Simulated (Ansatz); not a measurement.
Crystal: Si.

```xyz
2
Lattice="0.0000 2.7219 2.7219 2.7219 0.0000 2.7219 2.7219 2.7219 0.0000" Properties=species:S:1:pos:R:3 pbc="T T T"
Si    2.7219    2.7219    2.7219
Si    4.0828    4.0828    4.0828
```

* Program: Ansatz 0.2.0
* Task: single point
* Functional: PBEsol
* Potentials or basis: all-electron LAPW, scalar-relativistic
* Cutoff: 218 eV (chosen from the basis error)
* Basis error allowed: 0.001 eV/atom
* k mesh: 8 × 8 × 8
* Occupations: fermi-dirac, width 0.05 eV
* Spin: no spin polarisation

On this cell: pressure -0.6 GPa; largest force zero by symmetry; band gap on the k mesh 0.52 eV, indirect (least direct gap 2.52 eV).

The same run follows on a disturbed copy (atoms moved at random, drawn with an rms of 0.05 Å):

```
Si
1.0
     0.00000    2.72185    2.72185
     2.72185    0.00000    2.72185
     2.72185    2.72185    0.00000
Si
2
Direct
  0.50931 0.48936 0.50317
  0.74387 0.75191 0.74386
```

Problem. What changes?

Solution. The energy moves by +15.3 meV/atom; pressure -0.4 GPa; largest force 0.884 eV/Å; band gap on the k mesh 0.12 eV, indirect (least direct gap 1.99 eV).

Forces on the atoms (eV/Å):
```
Si   0.097 -0.875 -0.081
Si  -0.097  0.875  0.081
```

Stress tensor (GPa, compression positive):
```
-0.31  0.25  2.58
 0.25 -0.60 -0.29
 2.58 -0.29 -0.31
```

A k mesh can miss the band edges.
